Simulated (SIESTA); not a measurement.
Crystal: InP.

```xyz
2
Lattice="0.0000 2.9305 2.9305 2.9305 0.0000 2.9305 2.9305 2.9305 0.0000" Properties=species:S:1:pos:R:3 pbc="T T T"
In    0.0000    0.0000    0.0000
P     4.3957    4.3957    4.3957
```

Base run:

```yaml
Program: SIESTA 5.4.2
Functional: BLYP
Potentials_or_basis: PseudoDojo 0.4 standard (PBE files)
Basis: DZP (energy shift 0.003 Ry; two zetas on semicore shells)
Grid_cutoff: 500 Ry
Energy_shift: 0.003 Ry
k_mesh: 8 × 8 × 8
Occupations: fermi-dirac, width 0.05 eV
Spin: no spin polarisation
```

Its results: band gap on the k mesh 0.77 eV, direct; pressure 7.1 GPa.

The run is repeated on the same cell with these changes: functional from BLYP to LDA; potentials or basis from PseudoDojo 0.4 standard (PBE files) to PseudoDojo 0.4 standard (LDA files). What comes out?

Band gap on the k mesh 0.64 eV, direct; pressure -1.0 GPa.

Caveats: spin-orbit coupling is left out, which moves the levels of the heavy elements; the basis of atomic orbitals isn't converged, which shifts pressures, moduli and gaps; the potentials were made for another functional, which shifts forces and pressure (some runs).
